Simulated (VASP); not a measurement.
# Mg (P6_3/mmc) in VASP: notebook

One crystal, Mg, is run at these levels: PBEsol; tasks: single point, relaxation of cell and atoms.

All numbers are computed with VASP 6.6.1; they aren't measurements. Logs are shortened: lines on timing, memory, paths and dates and some standing lists are left out, and cuts for length are marked.

### Step 1. Starting point

Symmetry: P6_3/mmc, No. 194, hexagonal system. Conventional cell: a = 3.175 Å, b = 3.175 Å, c = 5.156 Å, α = 90.00°, β = 90.00°, γ = 120.00°. Around Mg (site symmetry -6m2) lie 12 Mg at 3.16 to 3.17 Å.

### Step 2. Single point, PBEsol

INCAR reads:

```
SYSTEM = Mg
PREC = Accurate ; ENCUT = 520
EDIFF = 1E-6 ; ISMEAR = 1
SIGMA = 0.1 ; LREAL = .FALSE.
LASPH = .TRUE. ; NELM = 60
ALGO = Fast ; ISIF = 2
LWAVE = .FALSE. ; LCHARG = .FALSE.
GGA = PS ; NBANDS = 9
```

KPOINTS reads:

```
regular mesh
0
G
  21 21 12
  0 0 0
```

POSCAR reads:

```
Mg
1.0
    3.1745766245      0.0000000000      0.0000000000
   -1.5872883122      2.7492640030      0.0000000000
    0.0000000000      0.0000000000      5.1555229812
Mg
2
Direct
    0.3333333333      0.6666666667      0.2500000000
    0.6666666667      0.3333333333      0.7500000000
```

Potentials or basis: VASP PAW PBE potentials, release 64 (Mg).

Run with:

```sh
$ cat potpaw_PBE.64/Mg/POTCAR > POTCAR
$ mpirun -np 1 vasp_std > vasp.out
```

OUTCAR:

```text
SYSTEM = Mg
   PREC = Accurate
   ENCUT = 520
   EDIFF = 1E-6
   ISMEAR = 1
   LREAL = .FALSE.
   LASPH = .TRUE.
   NELM = 60
   ISIF = 2
   GGA = PS

 ion  position               nearest neighbor table
   1  0.333  0.667  0.250-   2 3.16   2 3.16   2 3.16   2 3.16   2 3.16   2 3.16
   2  0.667  0.333  0.750-   1 3.16   1 3.16   1 3.16   1 3.16   1 3.16   1 3.16

  LATTYP: Found a hexagonal cell.
 ALAT       =     3.1745766245
 C/A-ratio  =     1.6240033211

  Lattice vectors:

 A1 = (   3.1745766245,   0.0000000000,   0.0000000000)
 A2 = (  -1.5872883122,   2.7492640030,   0.0000000000)
 A3 = (   0.0000000000,   0.0000000000,   5.1555229812)

Analysis of symmetry for initial positions (statically):
=====================================================================
 Subroutine PRICEL returns:
 Original cell was already a primitive cell.

 Routine SETGRP: Setting up the symmetry group for a
 hexagonal supercell.

 Subroutine GETGRP returns: Found 24 space group operations
 (whereof 12 operations were pure point group operations)
 out of a pool of 24 trial point group operations.

The static configuration has the point symmetry D_3d.
 The point group associated with its full space group is D_6h.

Analysis of symmetry for dynamics (positions and initial velocities):
=====================================================================
 Subroutine PRICEL returns:
 Original cell was already a primitive cell.

 Routine SETGRP: Setting up the symmetry group for a
 hexagonal supercell.

 Subroutine GETGRP returns: Found 24 space group operations
 (whereof 12 operations were pure point group operations)
 out of a pool of 24 trial point group operations.

The dynamic configuration has the point symmetry D_3d.
 The point group associated with its full space group is D_6h.

 Subroutine INISYM returns: Found 24 space group operations
 (whereof 12 operations are pure point group operations),
 and found     1 'primitive' translations

----------------------------------------------------------------------------------------

                                     Primitive cell

  volume of cell :      44.9961

  direct lattice vectors                    reciprocal lattice vectors
     3.174576625  0.000000000  0.000000000     0.315002634  0.181866856  0.000000000
    -1.587288312  2.749264003  0.000000000     0.000000000  0.363733712  0.000000000
     0.000000000  0.000000000  5.155522981     0.000000000  0.000000000  0.193966743

  length of vectors
     3.174576625  3.174576624  5.155522981     0.363733712  0.363733712  0.193966743

  position of ions in fractional coordinates (direct lattice)
     0.333333333  0.666666667  0.250000000
     0.666666667  0.333333333  0.750000000

  ion indices of the primitive-cell ions
   primitive index   ion index
                 1           1
                 2           2

----------------------------------------------------------------------------------------

 KPOINTS: regular mesh

Automatic generation of k-mesh.
 Grid dimensions read from file:
 generate k-points for:   21   21   12

 Generating k-lattice:

  Cartesian coordinates                     Fractional coordinates (reciprocal lattice)
     0.015000125  0.008660326  0.000000000     0.047619048  0.000000000  0.000000000
     0.000000000  0.017320653  0.000000000     0.000000000  0.047619048  0.000000000
     0.000000000  0.000000000  0.016163895     0.000000000  0.000000000  0.083333333

  Length of vectors
     0.017320653  0.017320653  0.016163895

  Shift w.r.t. Gamma in fractional coordinates (k-lattice)
     0.000000000  0.000000000  0.000000000

 Subroutine IBZKPT returns following result:
 ===========================================

 Found    336 irreducible k-points:

 Following reciprocal coordinates:
            Coordinates               Weight
  0.000000  0.000000  0.000000      1.000000
  0.047619  0.000000  0.000000      6.000000
  0.095238  0.000000  0.000000      6.000000
  0.142857  0.000000  0.000000      6.000000
  0.190476  0.000000  0.000000      6.000000
  0.238095  0.000000  0.000000      6.000000
[... 16 lines left out ...]
  0.142857  0.095238  0.000000     12.000000
  0.190476  0.095238  0.000000     12.000000
 [... further k-points ...]
   k-points           NKPTS =    336   k-points in BZ     NKDIM =    336   number of bands    NBANDS=      9
   number of dos      NEDOS =    301   number of ions     NIONS =      2
   total plane-waves  NPLWV =  23040
   dimension x,y,z NGX =    24 NGY =   24 NGZ =   40
   dimension x,y,z NGXF=    48 NGYF=   48 NGZF=   80
   ions per type =               2
   NGX,Y,Z   is equivalent  to a cutoff of  12.57, 12.57, 12.90 a.u.
   NGXF,Y,Z  is equivalent  to a cutoff of  25.14, 25.14, 25.80 a.u.
 SYSTEM =  Mg
   PREC   = accura    normal or accurate (medium, high low for compatibility)
   ISTART =      0    job   : 0-new  1-cont  2-samecut
   ICHARG =      2    charge: 1-file 2-atom 10-const
   ISPIN  =      1    spin polarized calculation?
   LNONCOLLINEAR =      F non collinear calculations
   LSORBIT =      F    spin-orbit coupling
   LASPH  =      T    aspherical Exc in radial PAW
   ENCUT  =  520.0 eV  38.22 Ry    6.18 a.u.   5.90  5.90  9.59*2*pi/ulx,y,z
   NELM   =     60;   NELMIN=  2; NELMDL= -5     # of ELM steps
   EDIFF  = 0.1E-05   stopping-criterion for ELM
   LREAL  =      F    real-space projection
   EDIFFG = 0.1E-04   stopping-criterion for IOM
   NSW    =      0    number of steps for IOM
   IBRION =     -1    ionic relax: 0-MD 1-quasi-New 2-CG
   NFREE  =      0    steps in history (QN), initial steepest desc. (CG)
   ISIF   =      2    stress and relaxation
   ISYM   =      2    0-nonsym 1-usesym 2-fastsym
   POTIM  = 0.5000    time-step for ionic-motion
   TEBEG  =    0.0;   TEEND  =   0.0 temperature during run
   PSTRESS=    0.0 pullay stress
   NELECT =       4.0000    total number of electrons
   NUPDOWN=      -1.0000    fix difference up-down
   EMIN   =  10.00;   EMAX   =-10.00  energy-range for DOS
   EFERMI =   0.00;   METHOD = LEGACY
   ISMEAR =     1;   SIGMA  =   0.10  broadening in eV -4-tet -1-fermi 0-gaus
   EFERMI_NEDOS =   21; number of points for ismear=-14 and -15
   IALGO  =     68    algorithm
   IMIX   =      4    mixing-type and parameters
     AMIX     =   0.40;   BMIX     =  1.00
     AMIX_MAG =   1.60;   BMIX_MAG =  1.00
  volume/ion in A,a.u.               =      22.50       151.82
  Fermi-wavevector in a.u.,A,eV,Ry     =   0.730640  1.380709  7.263254  0.533834
  Thomas-Fermi vector in A             =   1.822659
   LORBIT       =      0    0 simple, 1 ext, 2 COOP (PROOUT), +10 PAW based schemes
   GGA     = PS    functional components
   LHFCALC =     F    Hartree Fock is set to
   AEXX    =    0.0000 exact exchange contribution
   IVDW    =     0    specifies the selected vdW correction
   LEPSILON=     F    determine dielectric tensor
   LRPA    =     F    only Hartree local field effects (RPA)
 non-spin polarized calculation
 RMM-DIIS sequential band-by-band and
 Methfessel and Paxton  Order N= 1 SIGMA  =   0.10
  energy-cutoff  :      520.00
  volume of cell :       45.00
 maximum number of plane-waves:      1236
 NGX is ok and might be reduce to    24
   NGX = 11   NGY = 11   NGZ = 19

 number of electron       4.0000000 magnetization

 Free energy of the ion-electron system (eV)
  ---------------------------------------------------
  ext. energy  EPLUGINS =         0.00000000
  ---------------------------------------------------
  free energy    TOTEN  =        -3.44875206 eV

  energy without entropy =       -3.44870729  energy(sigma->0) =       -3.44873714

 E-fermi :   2.6893     XC(G=0):  -8.5971

 val. band max:        2.6890225023   @ k =   0.3333   0.2857   0.4167
 cond. band min:       2.7021089764   @ k =   0.3333   0.1429   0.0000
 fundamental gap:      0.0130864742
 Fermi energy:         2.6893081231

 k-point     1 :       0.0000    0.0000    0.0000
  band No.  band energies     occupation
      1      -4.3189      2.00000
      2       0.9769      2.00000
      3       1.4581      2.00000
      4      13.7434      0.00000
      5      13.7434      0.00000
      6      13.9029      0.00000
      7      13.9029      0.00000
      8      14.6309      0.00000
      9      16.3247      0.00000

 k-point     2 :       0.0476    0.0000    0.0000
  band No.  band energies     occupation
      1      -4.2737      2.00000
      2       1.0181      2.00000
      3       1.5020      2.00000
      4      12.5653      0.00000
      5      13.0692      0.00000
      6      13.8143      0.00000
      7      14.6402      0.00000
      8      15.1972      0.00000
      9      16.8539      0.00000

 k-point     3 :       0.0952    0.0000    0.0000
  band No.  band energies     occupation
      1      -4.1380      2.00000
      2       1.1418      2.00000
      3       1.6334      2.00000
      4      11.0925      0.00000
      5      12.3930      0.00000
      6      13.1939      0.00000
      7      15.4798      0.00000
      8      15.5395      0.00000
      9      15.8258      0.00000

 k-point     4 :       0.1429    0.0000    0.0000
  band No.  band energies     occupation
      1      -3.9123      2.00000
      2       1.3481      2.00000
      3       1.8505      2.00000
      4       9.6276      0.00000
      5      11.7903      0.00000
      6      12.4838      0.00000
      7      14.3852      0.00000
      8      15.0845      0.00000
      9      16.1537      0.00000

 k-point     5 :       0.1905    0.0000    0.0000
  band No.  band energies     occupation
      1      -3.5973      2.00000
      2       1.6371      2.00000
      3       2.1496      2.00000
      4       8.2159      0.00000
      5      11.2628      0.00000
      6      11.7483      0.00000
      7      12.9717      0.00000
      8      14.1812      0.00000
      9      15.8264      0.00000

 k-point     6 :       0.2381    0.0000    0.0000
  band No.  band energies     occupation
      1      -3.1938      2.00000
      2       2.0089      2.00000
      3       2.5228      2.04022
      4       6.8775      0.00000
      5      10.8111      0.00000
      6      10.9829      0.00000
      7      11.6171      0.00000
      8      13.2886      0.00000
      9      15.3200      0.00000
[... 169 lines left out ...]
 k-point    21 :       0.4762    0.0476    0.0000
  band No.  band energies     occupation
      1       0.5503      2.00000
      2       0.5858      2.00000
      3       5.4151      0.00000
      4       5.7516      0.00000
      5       6.0580      0.00000
      6       6.3973      0.00000
      7       9.0971      0.00000
      8      11.8458      0.00000
      9      13.3531      0.00000

 k-point    22 :       0.0952    0.0952    0.0000
  band No.  band energies     occupation
      1      -3.7772      2.00000
      2       1.4720      2.00000
      3       1.9795      2.00000
      4       9.5738      0.00000
      5       9.9259      0.00000
      6      14.2041      0.00000
      7      14.2176      0.00000
      8      14.5218      0.00000
      9      14.9409      0.00000

 k-point    23 :       0.1429    0.0952    0.0000
  band No.  band energies     occupation
      1      -3.4626      2.00000
      2       1.7610      2.00000
      3       2.2764      2.00000
      4       8.2998      0.00000
      5       9.2157      0.00000
      6      13.0117      0.00000
      7      13.3405      0.00000
      8      14.1282      0.00000
      9      14.5229      0.00000

 k-point    24 :       0.1905    0.0952    0.0000
  band No.  band energies     occupation
      1      -3.0597      2.00000
      2       2.1329      2.00000
      3       2.6463      1.65885
      4       6.9810      0.00000
      5       8.6912      0.00000
      6      11.7108      0.00000
      7      12.3031      0.00000
      8      13.5671      0.00000
      9      14.3475      0.00000

 [... further k-points ...]

------------------------ aborting loop because EDIFF is reached ----------------------------------------

  FORCE on cell =-STRESS in cart. coord.  units (eV):
  Direction    XX          YY          ZZ          XY          YZ          ZX
  --------------------------------------------------------------------------------------
  -------------------------------------------------------------------------------------
  Total       -0.0077678     -0.0077678     -0.0148420     -0.0000000      0.0000000      0.0000000
  in kB       -0.2765877     -0.2765877     -0.5284780     -0.0000000      0.0000000      0.0000000
  external PRESSURE =      -0.3605511 kB  Pullay stress =       0.0000000 kB

 VOLUME and BASIS-vectors are now :
 -----------------------------------------------------------------------------
  energy-cutoff  :      520.00
  volume of cell :       45.00
      direct lattice vectors                 reciprocal lattice vectors
     3.174576625  0.000000000  0.000000000     0.315002634  0.181866856  0.000000000
    -1.587288312  2.749264003  0.000000000     0.000000000  0.363733712  0.000000000
     0.000000000  0.000000000  5.155522981     0.000000000  0.000000000  0.193966743

 POSITION                                       TOTAL-FORCE (eV/Angst)
 -----------------------------------------------------------------------------------
     -0.00000      1.83284      1.28888         0.000000      0.000000      0.000000
      1.58729      0.91642      3.86664         0.000000     -0.000000      0.000000
 -----------------------------------------------------------------------------------
    total drift:                                0.000000     -0.000000      0.000000

  FREE ENERGIE OF THE ION-ELECTRON SYSTEM (eV)
  ---------------------------------------------------
  free  energy   TOTEN  =        -3.4487520645 eV

  energy  without entropy=       -3.4487072887  energy(sigma->0) =       -3.44873714
```

It took 32 s on 1 thread of Intel Xeon Platinum 8488C (Sapphire Rapids), shared host; peak memory 0.25 GiB.

Results:

| Property | Result |
| --- | --- |
| Free energy | -3.4488 eV |
| Pressure | 0.0 GPa |
| Band gap on the k mesh | none (metal or under the smearing width) |

Caveat: the PAW data sets were made with another functional, which shifts forces and pressure a little.

### Step 3. Relaxation of cell and atoms, PBEsol

This run uses another cell than the first one, of 23.24 Å³/atom, 1.033 times its volume.

INCAR reads:

```
SYSTEM = Mg
PREC     = Accurate       ! precision mode
ENCUT    = 600            ! plane-wave cutoff, eV
EDIFF    = 1E-7           ! SCF threshold, eV
ISMEAR   = 1              ! smearing method
SIGMA    = 0.1            ! smearing width, eV
LREAL    = .False.        ! projectors in reciprocal space
LASPH    = .True.         ! aspherical terms in the spheres
NELM     = 60             ! most SCF steps
ALGO     = Fast           ! electronic algorithm
ISIF     = 3              ! what is computed and relaxed
LWAVE    = .False.        ! write WAVECAR
LCHARG   = .False.        ! write CHGCAR
GGA      = PS             ! functional
IBRION   = 2              ! ionic algorithm
NSW      = 80             ! ionic steps
EDIFFG   = -0.002         ! ionic threshold
```

KPOINTS reads:

```
Automatic mesh
0
Gamma
  21 21 12
  0 0 0
```

POSCAR reads:

```
Mg
1.0
    3.2093000000      0.0000000000      0.0000000000
   -1.6046500000      2.7793353284      0.0000000000
    0.0000000000      0.0000000000      5.2103000000
Mg
2
Direct
    0.3333333333      0.6666666667      0.2500000000
    0.6666666667      0.3333333333      0.7500000000
```

Potentials or basis: VASP PAW PBE potentials, release 64 (Mg).

Run with:

```sh
$ cat potpaw_PBE.64/Mg/POTCAR > POTCAR
$ mpirun -np 1 vasp_std > vasp.out
```

It took 1.8 min on 1 thread of Intel Xeon Platinum 8488C (Sapphire Rapids), shared host; peak memory 0.28 GiB.

It converged, with:

| Item | Value |
| --- | --- |
| Free energy | -3.4490 eV |
| Relaxed volume | 22.47 Å³/atom |
| Relaxed cell | a = 3.174 Å, b = 3.174 Å, c = 5.153 Å, α = 90.00°, β = 90.00°, γ = 120.00° |
| Space group after relaxing (to 0.05 Å) | P6_3/mmc (No. 194) |
| Energy gained by relaxing | 2.9 meV/atom |
| Ionic steps | 5 |
| Pressure after relaxing | 0.0 GPa |
| Band gap on the k mesh | none (metal or under the smearing width) |

Step by step:
| step | energy change (eV) | largest force (eV/Å) | pressure (GPa) | volume (Å³) |
| --- | --- | --- | --- | --- |
| 1 | 0.0000 | 0.0000 | -1.18 | 46.47 |
| 2 | -0.0054 | 0.0000 | -0.31 | 45.33 |
| 3 | -0.0058 | 0.0000 | -0.01 | 44.96 |
| 4 | -0.0058 | 0.0000 | 0.02 | 44.93 |
| 5 | -0.0058 | 0.0000 | 0.00 | 44.95 |

Final structure:
```cif
data_structure
_symmetry_space_group_name_H-M 'P 1'
_symmetry_Int_Tables_number 1
_cell_length_a 3.1736
_cell_length_b 3.1736
_cell_length_c 5.1531
_cell_angle_alpha 90.000
_cell_angle_beta 90.000
_cell_angle_gamma 120.000
_cell_volume 44.95
loop_
_atom_site_label
_atom_site_type_symbol
_atom_site_fract_x
_atom_site_fract_y
_atom_site_fract_z
_atom_site_occupancy
Mg1 Mg 0.33333 0.66667 0.25000 1
Mg2 Mg 0.66667 0.33333 0.75000 1
```

Levels at points of the mesh, in eV from the Fermi level:
```csv
k point,band 1,band 2,band 3,band 4,band 5,band 6
"(0.00, 0.00, 0.00)",-7.01,-1.71,-1.23,11.06,11.06,11.22
"(0.00, 0.00, 0.50)",-5.60,-5.60,5.10,5.10,11.81,11.81
```

Caveat: the PAW data sets were made with another functional, which shifts forces and pressure a little.
